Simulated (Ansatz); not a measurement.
## Varying the input for CuAu

All trials start from this Ansatz input:

```yaml
crystal:
  lattice:
    - [2.8, 0.0, 0.0]
    - [0.0, 2.8, 0.0]
    - [0.0, 0.0, 3.67]
  atoms:
    - { symbol: Cu, position: [0.5, 0.5, 0.5] }
    - { symbol: Au, position: [0.0, 0.0, 0.0] }
basis:
  ecutwfc: 420
kpoints:
  mp_grid: { grid: [6, 6, 4] }
hamiltonian:
  xc: pbe
scf:
  occupations: { method: gaussian, width: 0.1 }
output:
  forces: true
  stress: true
  eigenvalues: true
```

Command:

```bash
ansatz run input.yaml --threads 1 --pin off --max-ram 1331MiB --backend cpu --events-out ev --progress --plain --runs-dir out
```

The run converges in 6 SCF iterations on 30 irreducible k-points: pressure 7.09 GPa, no gap.

Settings here are deliberately varied, not converged. Each trial's input is given as a difference from the reference's; energies are extrapolated to zero smearing where there is one, and pressure is positive in compression. Charged cells sit in a uniform background, and their pressures hang on that convention.

Trial 1:

```diff
+total_charge: -2
 kpoints:
-  mp_grid: { grid: [6, 6, 4] }
+  mp_grid: { grid: [4, 2, 5] }
 scf:
+  n_extra_bands: 3
```

The run converges in 10 SCF iterations on 18 irreducible k-points: pressure 41.46 GPa (with the neutralising background of the charged cell), no gap. It warns that the mesh lowers the symmetry.

Trial 2:

```diff
 basis:
+  ecutrho_ratio: 8
 kpoints:
-  mp_grid: { grid: [6, 6, 4] }
+  mp_grid: { grid: [2, 2, 1], shift: [0, 0, 0.5] }
 scf:
+  max_iter: 80
+  convergence: { dr2_threshold: "1e-8 eV" }
+relax:
+  adjacent_minimum: "off"
+  f_tol: 0.03
+  max_steps: 30
+  cell: {}
```

The relaxation ends after 10 steps and 81 SCF iterations, 262 meV per atom in free energy under its start, at 16.93 Å³/atom: energy 1.28 eV per atom above the reference, pressure 0.01 GPa, no gap. It warns that the SCF threshold is loose for the stress.

Trial 3:

```diff
 crystal:
+  symmetry: { detect: true }
-basis:
-  ecutwfc: 420
+basis: {}
 kpoints:
-  mp_grid: { grid: [6, 6, 4] }
+  mp_grid: { grid: [2, 1, 4] }
 hamiltonian:
+  dispersion: none
 scf:
+  self_checks: high
 output:
-  eigenvalues: true
+  eigenvalues: false
```

The run converges in 9 SCF iterations on 6 irreducible k-points: pressure 4.33 GPa. It warns that the mesh lowers the symmetry.

Trial 4:

```diff
 basis:
-  ecutwfc: 420
+  ecutwfc: 500
```

The run converges in 7 SCF iterations on 30 irreducible k-points: energy 2.07 meV per atom below the reference, pressure 7.07 GPa, no gap.

Trial 5:

```diff
 basis:
-  ecutwfc: 420
+  ecutwfc: 630
+  xc_grid: 1
```

The run converges in 7 SCF iterations on 30 irreducible k-points: energy 2.48 meV per atom below the reference, pressure 7.06 GPa, no gap.

Trial 6 (volume scaled):

```diff
 crystal:
   lattice:
-    - [2.8, 0.0, 0.0]
-    - [0.0, 2.8, 0.0]
-    - [0.0, 0.0, 3.67]
+    - [2.5371667418, 0.0, 0.0]
+    - [0.0, 2.5371667418, 0.0]
+    - [0.0, 0.0, 3.3255006937]
 hamiltonian:
-  xc: pbe
+  xc: revpbe
 output:
+  populations: true
```

The run converges in 6 SCF iterations on 30 irreducible k-points: pressure 123 GPa, no gap.

Trial 7:

```diff
 basis:
+  precision: f64
 hamiltonian:
-  xc: pbe
+  xc: rpbe
 scf:
-  occupations: { method: gaussian, width: 0.1 }
+  occupations: { method: cold, width: 0.0057 }
```

The run converges in 8 SCF iterations on 30 irreducible k-points: pressure 11.79 GPa, no gap.

Trial 8 (one atom moved):

```diff
 crystal:
   atoms:
-    - { symbol: Au, position: [0.0, 0.0, 0.0] }
+    - { symbol: Au, position: [0.0178571429, 0.0, 0.0] }
 kpoints:
-  mp_grid: { grid: [6, 6, 4] }
+  mp_grid: { kspacing: 1.3 }
 scf:
+  mixing: { beta: 0.5, ndim: 6 }
+  max_iter: 54
 output:
-  stress: true
+  stress: false
```

The run converges in 9 SCF iterations on 8 irreducible k-points: energy 1000 meV per atom above the reference, largest force 0.125 eV/Å, no gap.